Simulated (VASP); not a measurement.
# Sc (P6/mmm) in VASP: a series of runs

One crystal, Sc, is run at these levels: LDA; tasks: single point.

All numbers are computed with VASP 6.6.1; they aren't measurements. Logs are shortened: lines on timing, memory, paths and dates and some standing lists are left out, and cuts for length are marked.

## (1) The crystal as given

The structure is hexagonal, space group P6/mmm (No. 191). The conventional cell has a = 4.971 Å, b = 4.971 Å, c = 3.135 Å, α = 90.00°, β = 90.00°, γ = 120.00°. Sc (site symmetry 6/mmm) is surrounded by 14 Sc at 3.13 to 3.27 Å. Around Sc (site symmetry -6m2) lie 11 Sc at 2.87 to 3.27 Å.

This isn't the form of Sc at room conditions, which is hcp.

## (2) Single point, LDA

INCAR reads:

```
  PREC = Accurate
  ENCUT = 520
  EDIFF = 1E-7
  ISMEAR = -1
  SIGMA = 0.1
  LREAL = F
  LASPH = T
  NELM = 80
  ALGO = Fast
  ISIF = 2
  LWAVE = F
  LCHARG = F
  GGA = CA
  NBANDS = 24
```

KPOINTS reads:

```
regular mesh
0
Gamma
  10 10 13
```

POSCAR reads:

```
Sc
1.0
    4.9708904420      0.0000000000      0.0000000000
   -2.4854452210      4.3049174022      0.0000000000
    0.0000000000      0.0000000000      3.1346084859
Sc
3
Direct
    0.0000000000      1.0000000000      0.0000000000
    0.3333333333      0.6666666667      0.5000000000
    0.6666666667      0.3333333333      0.5000000000
```

Potentials or basis: VASP PAW LDA potentials, release 64 (Sc_sv).

Run with:

```
$ cat potpaw_LDA.64/Sc_sv/POTCAR > POTCAR
$ mpirun -np 1 vasp_std > vasp.out
```

OUTCAR:

```text
PREC = Accurate
   ENCUT = 520
   EDIFF = 1E-7
   ISMEAR = -1
   LREAL = F
   LASPH = T
   NELM = 80
   ISIF = 2
   GGA = CA

 ion  position               nearest neighbor table
   1  0.000  0.000  0.000-   2 3.27   3 3.27   2 3.27   3 3.27   2 3.27   2 3.27   3 3.27   3 3.27
                             3 3.27   3 3.27   2 3.27   2 3.27
   2  0.333  0.667  0.500-   3 2.87   3 2.87   3 2.87   1 3.27   1 3.27   1 3.27   1 3.27   1 3.27
                             1 3.27
   3  0.667  0.333  0.500-   2 2.87   2 2.87   2 2.87   1 3.27   1 3.27   1 3.27   1 3.27   1 3.27
                             1 3.27

  LATTYP: Found a hexagonal cell.
 ALAT       =     4.9708904420
 C/A-ratio  =     0.6305929536

  Lattice vectors:

 A1 = (   4.9708904420,   0.0000000000,   0.0000000000)
 A2 = (  -2.4854452210,   4.3049174022,   0.0000000000)
 A3 = (   0.0000000000,   0.0000000000,   3.1346084859)

Analysis of symmetry for initial positions (statically):
=====================================================================
 Subroutine PRICEL returns:
 Original cell was already a primitive cell.

 Routine SETGRP: Setting up the symmetry group for a
 hexagonal supercell.

 Subroutine GETGRP returns: Found 24 space group operations
 (whereof 24 operations were pure point group operations)
 out of a pool of 24 trial point group operations.

The static configuration has the point symmetry D_6h.

Analysis of symmetry for dynamics (positions and initial velocities):
=====================================================================
 Subroutine PRICEL returns:
 Original cell was already a primitive cell.

 Routine SETGRP: Setting up the symmetry group for a
 hexagonal supercell.

 Subroutine GETGRP returns: Found 24 space group operations
 (whereof 24 operations were pure point group operations)
 out of a pool of 24 trial point group operations.

The dynamic configuration has the point symmetry D_6h.

 Subroutine INISYM returns: Found 24 space group operations
 (whereof 24 operations are pure point group operations),
 and found     1 'primitive' translations

----------------------------------------------------------------------------------------

                                     Primitive cell

  volume of cell :      67.0783

  direct lattice vectors                    reciprocal lattice vectors
     4.970890442  0.000000000  0.000000000     0.201171201  0.116146247  0.000000000
    -2.485445221  4.304917402  0.000000000     0.000000000  0.232292494  0.000000000
     0.000000000  0.000000000  3.134608486     0.000000000  0.000000000  0.319019107

  length of vectors
     4.970890442  4.970890442  3.134608486     0.232292494  0.232292494  0.319019107

  position of ions in fractional coordinates (direct lattice)
     0.000000000  0.000000000  0.000000000
     0.333333333  0.666666667  0.500000000
     0.666666667  0.333333333  0.500000000

  ion indices of the primitive-cell ions
   primitive index   ion index
                 1           1
                 2           2
                 3           3

----------------------------------------------------------------------------------------

 KPOINTS: regular mesh

Automatic generation of k-mesh.
 Grid dimensions read from file:
 generate k-points for:   10   10   13

 Generating k-lattice:

  Cartesian coordinates                     Fractional coordinates (reciprocal lattice)
     0.020117120  0.011614625  0.000000000     0.100000000  0.000000000  0.000000000
     0.000000000  0.023229249  0.000000000     0.000000000  0.100000000  0.000000000
     0.000000000  0.000000000  0.024539931     0.000000000  0.000000000  0.076923077

  Length of vectors
     0.023229249  0.023229249  0.024539931

  Shift w.r.t. Gamma in fractional coordinates (k-lattice)
     0.000000000  0.000000000  0.000000000

 Subroutine IBZKPT returns following result:
 ===========================================

 Found     98 irreducible k-points:

 Following reciprocal coordinates:
            Coordinates               Weight
  0.000000  0.000000  0.000000      1.000000
  0.100000  0.000000  0.000000      6.000000
  0.200000  0.000000  0.000000      6.000000
  0.300000 -0.000000  0.000000      6.000000
  0.400000  0.000000  0.000000      6.000000
  0.500000  0.000000  0.000000      3.000000
[... 16 lines left out ...]
  0.300000  0.100000  0.076923     24.000000
  0.400000  0.100000  0.076923     24.000000
 [... further k-points ...]
   k-points           NKPTS =     98   k-points in BZ     NKDIM =     98   number of bands    NBANDS=     24
   number of dos      NEDOS =    301   number of ions     NIONS =      3
   total plane-waves  NPLWV =  38400
   dimension x,y,z NGX =    40 NGY =   40 NGZ =   24
   dimension x,y,z NGXF=    80 NGYF=   80 NGZF=   48
   ions per type =               3
   NGX,Y,Z   is equivalent  to a cutoff of  13.38, 13.38, 12.73 a.u.
   NGXF,Y,Z  is equivalent  to a cutoff of  26.76, 26.76, 25.46 a.u.
 SYSTEM =  unknown system
   PREC   = accura    normal or accurate (medium, high low for compatibility)
   ISTART =      0    job   : 0-new  1-cont  2-samecut
   ICHARG =      2    charge: 1-file 2-atom 10-const
   ISPIN  =      1    spin polarized calculation?
   LNONCOLLINEAR =      F non collinear calculations
   LSORBIT =      F    spin-orbit coupling
   LASPH  =      T    aspherical Exc in radial PAW
   ENCUT  =  520.0 eV  38.22 Ry    6.18 a.u.   9.24  9.24  5.83*2*pi/ulx,y,z
   NELM   =     80;   NELMIN=  2; NELMDL= -5     # of ELM steps
   EDIFF  = 0.1E-06   stopping-criterion for ELM
   LREAL  =      F    real-space projection
   EDIFFG = 0.1E-05   stopping-criterion for IOM
   NSW    =      0    number of steps for IOM
   IBRION =     -1    ionic relax: 0-MD 1-quasi-New 2-CG
   NFREE  =      0    steps in history (QN), initial steepest desc. (CG)
   ISIF   =      2    stress and relaxation
   ISYM   =      2    0-nonsym 1-usesym 2-fastsym
   POTIM  = 0.5000    time-step for ionic-motion
   TEBEG  =    0.0;   TEEND  =   0.0 temperature during run
   PSTRESS=    0.0 pullay stress
   NELECT =      33.0000    total number of electrons
   NUPDOWN=      -1.0000    fix difference up-down
   EMIN   =  10.00;   EMAX   =-10.00  energy-range for DOS
   EFERMI =   0.00;   METHOD = LEGACY
   ISMEAR =    -1;   SIGMA  =   0.10  broadening in eV -4-tet -1-fermi 0-gaus
   EFERMI_NEDOS =   21; number of points for ismear=-14 and -15
   IALGO  =     68    algorithm
   IMIX   =      4    mixing-type and parameters
     AMIX     =   0.40;   BMIX     =  1.00
     AMIX_MAG =   1.60;   BMIX_MAG =  1.00
  volume/ion in A,a.u.               =      22.36       150.89
  Fermi-wavevector in a.u.,A,eV,Ry     =   1.292366  2.442217 22.724569  1.670209
  Thomas-Fermi vector in A             =   2.424078
   LORBIT       =      0    0 simple, 1 ext, 2 COOP (PROOUT), +10 PAW based schemes
   GGA     = CA    functional components
   LHFCALC =     F    Hartree Fock is set to
   AEXX    =    0.0000 exact exchange contribution
   IVDW    =     0    specifies the selected vdW correction
   LEPSILON=     F    determine dielectric tensor
   LRPA    =     F    only Hartree local field effects (RPA)
 non-spin polarized calculation
 RMM-DIIS sequential band-by-band and
  energy-cutoff  :      520.00
  volume of cell :       67.08
 maximum number of plane-waves:      1826
 NGX is ok and might be reduce to    40
   NGX = 19   NGY = 19   NGZ = 11

 number of electron      32.9999996 magnetization

 Free energy of the ion-electron system (eV)
  ---------------------------------------------------
  ext. energy  EPLUGINS =         0.00000000
  ---------------------------------------------------
  free energy    TOTEN  =       -20.10446552 eV

  energy without entropy =      -19.92255021  energy(sigma->0) =      -20.01350787

 E-fermi :   3.9801     XC(G=0): -10.5473

 val. band max:        3.9779394949   @ k =   0.4000   0.2000   0.3846
 cond. band min:       3.9882153029   @ k =   0.4000   0.1000   0.4615
 fundamental gap:      0.0102758080
 Fermi energy:         3.9800575456

 k-point     1 :       0.0000    0.0000    0.0000
  band No.  band energies     occupation
      1     -44.5754      2.00000
      2     -44.4741      2.00000
      3     -44.4064      2.00000
      4     -23.7355      2.00000
      5     -23.7355      2.00000
      6     -23.5817      2.00000
[... 16 lines left out ...]
     23       6.5331      0.00000
     24       6.5630      0.00000

 k-point     2 :       0.1000    0.0000    0.0000
  band No.  band energies     occupation
      1     -44.5715      2.00000
      2     -44.4750      2.00000
      3     -44.4095      2.00000
      4     -23.7564      2.00000
      5     -23.7441      2.00000
      6     -23.5584      2.00000
[... 16 lines left out ...]
     23       6.2908      0.00000
     24       6.3225      0.00000

 k-point     3 :       0.2000    0.0000    0.0000
  band No.  band energies     occupation
      1     -44.5602      2.00000
      2     -44.4776      2.00000
      3     -44.4184      2.00000
      4     -23.7961      2.00000
      5     -23.7482      2.00000
      6     -23.5118      2.00000
[... 16 lines left out ...]
     23       6.1985      0.00000
     24       6.4724      0.00000

 k-point     4 :       0.3000   -0.0000    0.0000
  band No.  band energies     occupation
      1     -44.5432      2.00000
      2     -44.4820      2.00000
      3     -44.4313      2.00000
      4     -23.8323      2.00000
      5     -23.7268      2.00000
      6     -23.4657      2.00000
[... 16 lines left out ...]
     23       6.2084      0.00000
     24       6.8002      0.00000

 k-point     5 :       0.4000    0.0000    0.0000
  band No.  band energies     occupation
      1     -44.5231      2.00000
      2     -44.4896      2.00000
      3     -44.4441      2.00000
      4     -23.8564      2.00000
      5     -23.6773      2.00000
      6     -23.4968      2.00000
[... 16 lines left out ...]
     23       6.3535      0.00000
     24       7.0110      0.00000

 k-point     6 :       0.5000    0.0000    0.0000
  band No.  band energies     occupation
      1     -44.5057      2.00000
      2     -44.5015      2.00000
      3     -44.4497      2.00000
      4     -23.8648      2.00000
      5     -23.6287      2.00000
      6     -23.5542      2.00000
[... 16 lines left out ...]
     23       6.6110      0.00000
     24       6.6451      0.00000
[... 379 lines left out ...]
 k-point    21 :       0.1000    0.1000    0.0769
  band No.  band energies     occupation
      1     -44.5608      2.00000
      2     -44.4758      2.00000
      3     -44.4136      2.00000
      4     -23.7766      2.00000
      5     -23.7498      2.00000
      6     -23.5179      2.00000
[... 16 lines left out ...]
     23       6.2024      0.00000
     24       6.3967      0.00000

 k-point    22 :       0.2000    0.1000    0.0769
  band No.  band energies     occupation
      1     -44.5469      2.00000
      2     -44.4789      2.00000
      3     -44.4248      2.00000
      4     -23.8062      2.00000
      5     -23.7449      2.00000
      6     -23.4806      2.00000
[... 16 lines left out ...]
     23       6.1408      0.00000
     24       6.6376      0.00000

 k-point    23 :       0.3000    0.1000    0.0769
  band No.  band energies     occupation
      1     -44.5285      2.00000
      2     -44.4837      2.00000
      3     -44.4386      2.00000
      4     -23.8318      2.00000
      5     -23.7116      2.00000
      6     -23.4815      2.00000
[... 16 lines left out ...]
     23       6.2258      0.00000
     24       6.9736      0.00000

 k-point    24 :       0.4000    0.1000    0.0769
  band No.  band energies     occupation
      1     -44.5093      2.00000
      2     -44.4924      2.00000
      3     -44.4492      2.00000
      4     -23.8461      2.00000
      5     -23.6572      2.00000
      6     -23.5457      2.00000
[... 16 lines left out ...]
     23       6.4236      0.00000
     24       6.7481      0.00000

 [... further k-points ...]

------------------------ aborting loop because EDIFF is reached ----------------------------------------

  FORCE on cell =-STRESS in cart. coord.  units (eV):
  Direction    XX          YY          ZZ          XY          YZ          ZX
  --------------------------------------------------------------------------------------
  -------------------------------------------------------------------------------------
  Total        0.0406044      0.0406044      0.0320568      0.0000000     -0.0000000      0.0000000
  in kB        0.9698422      0.9698422      0.7656812      0.0000000     -0.0000000      0.0000000
  external PRESSURE =       0.9017885 kB  Pullay stress =       0.0000000 kB

 VOLUME and BASIS-vectors are now :
 -----------------------------------------------------------------------------
  energy-cutoff  :      520.00
  volume of cell :       67.08
      direct lattice vectors                 reciprocal lattice vectors
     4.970890442  0.000000000  0.000000000     0.201171201  0.116146247  0.000000000
    -2.485445221  4.304917402  0.000000000     0.000000000  0.232292494  0.000000000
     0.000000000  0.000000000  3.134608486     0.000000000  0.000000000  0.319019107

 POSITION                                       TOTAL-FORCE (eV/Angst)
 -----------------------------------------------------------------------------------
      0.00000      0.00000      0.00000        -0.000000      0.000000      0.000000
     -0.00000      2.86994      1.56730         0.000000      0.000000      0.000000
      2.48545      1.43497      1.56730        -0.000000     -0.000000     -0.000000
 -----------------------------------------------------------------------------------
    total drift:                                0.000000      0.000000      0.000000

  FREE ENERGIE OF THE ION-ELECTRON SYSTEM (eV)
  ---------------------------------------------------
  free  energy   TOTEN  =       -20.1044655198 eV

  energy  without entropy=      -19.9225502118  energy(sigma->0) =      -20.01350787
```

It took 4.6 min on 1 thread of AMD EPYC 7R43 (Zen 3), shared host; peak memory 0.2 GiB.

What came out:

| Item | Value |
| --- | --- |
| Free energy | -20.1045 eV |
| Pressure | 0.1 GPa |
| Band gap on the k mesh | none (metal or under the smearing width) |

Levels at points of the mesh, in eV from the Fermi level:
```tsv
k point	band 12	band 13	band 14	band 15	band 16	band 17	band 18	band 19	band 20	band 21
(0.00, 0.00, 0.00)	-27.18	-5.16	-0.93	0.04	0.04	0.05	0.05	0.75	1.69	2.18
(0.50, 0.00, 0.00)	-27.21	-3.02	-2.94	-1.70	0.44	0.58	0.62	1.04	1.10	1.48
```

## (3) Single point, LDA

INCAR reads:

```
SYSTEM = Sc
ALGO     = Normal         ! electronic algorithm
EDIFF    = 1E-7           ! SCF threshold, eV
ENCUT    = 520            ! plane-wave cutoff, eV
ISIF     = 2              ! what is computed and relaxed
ISMEAR   = -1             ! smearing method
LASPH    = .TRUE.         ! aspherical terms in the spheres
LCHARG   = .TRUE.         ! write CHGCAR
LELF     = .TRUE.         ! ELF
LREAL    = .FALSE.        ! projectors in reciprocal space
LVHAR    = .TRUE.       
LWAVE    = .FALSE.        ! write WAVECAR
NBANDS   = 24             ! bands
NELM     = 60             ! most SCF steps
PREC     = Accurate       ! precision mode
SIGMA    = 0.1            ! smearing width, eV
```

KPOINTS reads:

```
k-points
0
G
  8 8 11
  0 0 0
```

POSCAR is that of step 2.

Potentials or basis: VASP PAW LDA potentials, release 64 (Sc_sv).

Run with:

```
$ cat potpaw_LDA.64/Sc_sv/POTCAR > POTCAR
$ mpirun -np 1 vasp_std > vasp.out
```

Run time: 2.8 min. Hardware: 1 thread of AMD EPYC 7R43 (Zen 3), shared host; peak memory 0.16 GiB.

Results (log left out):

| Quantity | Value |
| --- | --- |
| Free energy | -20.1045 eV |
| Pressure | 0.1 GPa |
| Band gap on the k mesh | none (metal or under the smearing width) |

Levels at points of the mesh, in eV from the Fermi level:
| k point | band 12 | band 13 | band 14 | band 15 | band 16 | band 17 | band 18 | band 19 | band 20 | band 21 |
| --- | --- | --- | --- | --- | --- | --- | --- | --- | --- | --- |
| (0.00, 0.00, 0.00) | -27.18 | -5.16 | -0.93 | 0.04 | 0.04 | 0.05 | 0.05 | 0.75 | 1.69 | 2.18 |
| (0.50, 0.00, 0.00) | -27.21 | -3.02 | -2.94 | -1.70 | 0.44 | 0.58 | 0.62 | 1.03 | 1.10 | 1.48 |

## (4) Single point, LDA

This run uses another cell than the first one, of 23.25 Å³/atom, 1.040 times its volume.

INCAR reads:

```
SYSTEM = Sc
PREC     = Accurate       ! precision mode
ENCUT    = 520            ! plane-wave cutoff, eV
EDIFF    = 1E-6           ! SCF threshold, eV
ISMEAR   = -1             ! smearing method
SIGMA    = 0.1            ! smearing width, eV
LREAL    = .FALSE.        ! projectors in reciprocal space
LASPH    = .TRUE.         ! aspherical terms in the spheres
NELM     = 100            ! most SCF steps
ALGO     = Normal         ! electronic algorithm
ISIF     = 2              ! what is computed and relaxed
LWAVE    = .FALSE.        ! write WAVECAR
LCHARG   = .FALSE.        ! write CHGCAR
GGA      = CA             ! functional
NBANDS   = 24             ! bands
```

KPOINTS reads:

```
regular mesh
0
G
  8 8 11
  0 0 0
```

POSCAR reads:

```
Sc
1.0
    5.0363043967      0.0000000000      0.0000000000
   -2.5181521983      4.3615675487      0.0000000000
    0.0000000000      0.0000000000      3.1758580648
Sc
3
Direct
    0.0000000000      1.0000000000      0.0000000000
    0.3333333333      0.6666666667      0.5000000000
    0.6666666667      0.3333333333      0.5000000000
```

Run with:

```
$ cat potpaw_LDA.64/Sc_sv/POTCAR > POTCAR
$ mpirun -np 1 vasp_std > vasp.out
```

Wall time 2.5 min (1 thread of AMD EPYC 7R43 (Zen 3), shared host); peak memory 0.16 GiB.

Results (log left out):

- Free energy: -20.0880 eV
- Pressure: -2.1 GPa
- Band gap on the k mesh: none (metal or under the smearing width)

Levels at points of the mesh, in eV from the Fermi level:
| k point | band 13 | band 14 | band 15 | band 16 | band 17 | band 18 | band 19 | band 20 |
| --- | --- | --- | --- | --- | --- | --- | --- | --- |
| (0.00, 0.00, 0.00) | -5.11 | -0.87 | 0.02 | 0.02 | 0.02 | 0.02 | 0.71 | 1.63 |
| (0.50, 0.00, 0.00) | -3.02 | -2.95 | -1.65 | 0.44 | 0.57 | 0.61 | 0.98 | 1.01 |

## (5) The runs side by side

| cell | k mesh | gap on the mesh (eV) | pressure (GPa) |
| --- | --- | --- | --- |
| P6/mmm, 22.36 Å³/atom | 10 × 10 × 13 | none | 0.1 |
| P6/mmm, 22.36 Å³/atom | 8 × 8 × 11 | none | 0.1 |
| P6/mmm, 23.25 Å³/atom | 8 × 8 × 11 | none | -2.1 |

Alike in all rows: task single point; level LDA; potentials or basis VASP PAW LDA potentials, release 64 (Sc_sv); no spin polarisation; cutoff (eV) 520; smearing fermi-dirac 0.1 eV.

Every run on the cell as given and a fine mesh finds a metal.

Total energies depend on the potentials used, so only differences within one code and one set of settings carry meaning.
